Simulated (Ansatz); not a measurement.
# Pd: do energies and stresses tell the same story?

Computed with DFT PBE, scalar-relativistic, plane waves, PAW (Ansatz).

Settings: cutoff 420 eV, Γ-centred mesh 18×18×18 on the computed 1-atom cell, Gaussian smearing of 0.10 eV; no spin polarisation.

Relaxed cell: Fm-3m, a = 3.942 Å, b = 3.942 Å, c = 3.942 Å, α = 90.00°, β = 90.00°, γ = 90.00°, 1 atom in the primitive cell.

Energies at zero smearing and pressures from the stress tensor, at volumes with shape and atoms relaxed:
| V (Å³/atom) | E − E(first) (meV/atom) | P (GPa) |
| --- | --- | --- |
| 13.480 | 0.00 | 30.53 |
| 13.940 | -72.55 | 20.55 |
| 14.399 | -119.08 | 12.33 |
| 14.859 | -144.17 | 5.55 |
| 15.318 | -151.60 | -0.03 |
| 15.778 | -144.50 | -4.62 |
| 16.238 | -125.44 | -8.38 |
| 16.850 | -85.13 | -12.35 |

Task: Check P = −dE/dV between neighbouring volumes, and get the bulk modulus from the pressures alone.

Result: With 1 eV/Å³ = 160.2 GPa:
```json
{"middle V (Å³/atom)": "13.710", "−ΔE/ΔV (GPa)": "25.293", "mean P (GPa)": "25.543"}
{"middle V (Å³/atom)": "14.170", "−ΔE/ΔV (GPa)": "16.223", "mean P (GPa)": "16.441"}
{"middle V (Å³/atom)": "14.629", "−ΔE/ΔV (GPa)": "8.747", "mean P (GPa)": "8.940"}
{"middle V (Å³/atom)": "15.089", "−ΔE/ΔV (GPa)": "2.592", "mean P (GPa)": "2.761"}
{"middle V (Å³/atom)": "15.548", "−ΔE/ΔV (GPa)": "-2.478", "mean P (GPa)": "-2.323"}
{"middle V (Å³/atom)": "16.008", "−ΔE/ΔV (GPa)": "-6.643", "mean P (GPa)": "-6.498"}
{"middle V (Å³/atom)": "16.544", "−ΔE/ΔV (GPa)": "-10.541", "mean P (GPa)": "-10.362"}
```

The two differ by 0.25 GPa at most. The mean of two end pressures misses the average over a step by about ΔV² P″/12, up to 0.16 GPa here; with that taken off 0.09 GPa remains. The stress is the derivative of the free energy, not of the energy at zero smearing, and with free energies 0.00 GPa remains. Around V = 15.318 Å³/atom, the two neighbours give B = −V ΔP/ΔV = 15.318 × 10.17 / 0.919 = 169.5 GPa, against B0 = 168.9 GPa from the Birch–Murnaghan fit of the energies.